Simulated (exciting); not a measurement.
Runs of exciting (release sodium) on HgSe. Symmetry: F-43m, No. 216, cubic system. Conventional cell: a = 6.078 Å, b = 6.078 Å, c = 6.078 Å, α = 90.00°, β = 90.00°, γ = 90.00°. Around Hg (site symmetry -43m) lie 4 Se at 2.63 Å. Around Se (site symmetry -43m) lie 4 Hg at 2.63 Å. 

| task | level | spin | fixed moment (μB) | cell | k mesh | smearing | nempty | epsengy | epspot | maxscl | muffin-tin radii | rgkmax | other keys | mesh quality | gap on the mesh (eV) | moment (μB) |
| --- | --- | --- | --- | --- | --- | --- | --- | --- | --- | --- | --- | --- | --- | --- | --- | --- |
| single point | PBE | off | - | as given | 8 × 8 × 8 | fermi-dirac 0.05 eV | 10 | 1e-06 Ha | 1e-06 Ha | 80 | Hg 2.29, Se 2.0 bohr | 7.5 | - | not flagged | none | - |
| single point | revPBE+TS | collinear, ferromagnetic start | - | volume scaled by 1.25 | 4 × 4 × 4 | gaussian 0.01 eV | 20 | 1e-05 Ha | 1e-05 Ha | 90 | Hg 2.3, Se 2.0 bohr | 9 | vkloff = 0.25 0.25 0.25; lmaxinr = 3 | not flagged | (a) | 0.00 |
| band structure | AM05 | collinear, ferromagnetic start | 2.0 | as given | 4 × 4 × 4 | fermi-dirac 0.05 eV | 20 | 1e-05 Ha | 1e-05 Ha | 90 | Hg 2.3, Se 2.0 bohr | 8 | - | coarse | - | 2.00 |
| band structure | PBE | off | - | as given | 7 × 7 × 7 | fermi-dirac 0.05 eV | 10 | 1e-07 Ha | 1e-05 Ha | 60 | Hg 2.3, Se 2.0 bohr | 8 | epsengy = 1e-07; reducek = no | not flagged | none | - |

Alike in all rows: potentials or basis all-electron LAPW+lo, shipped species files, valence relativity iora*.

Problem. Fill in the values left out.

Solution. (a) 0.20.

Caveats: some runs use coarse meshes; spin-orbit coupling is left out, which moves the levels of the heavy elements (some runs); rgkmax is low for these elements, so energy differences scatter by about 1 meV per atom (some runs); energies at fixed moment are off by some hundredths of an eV in this version, so none is listed (some runs); the moment is held away from its start (some runs); the total moment is fixed, so each spin has its own Fermi level (some runs).

A k mesh can miss the band edges, and the runs leave out spin-orbit coupling on Hg, Se.

A gap of «none» marks a metal or a gap under the smearing width.
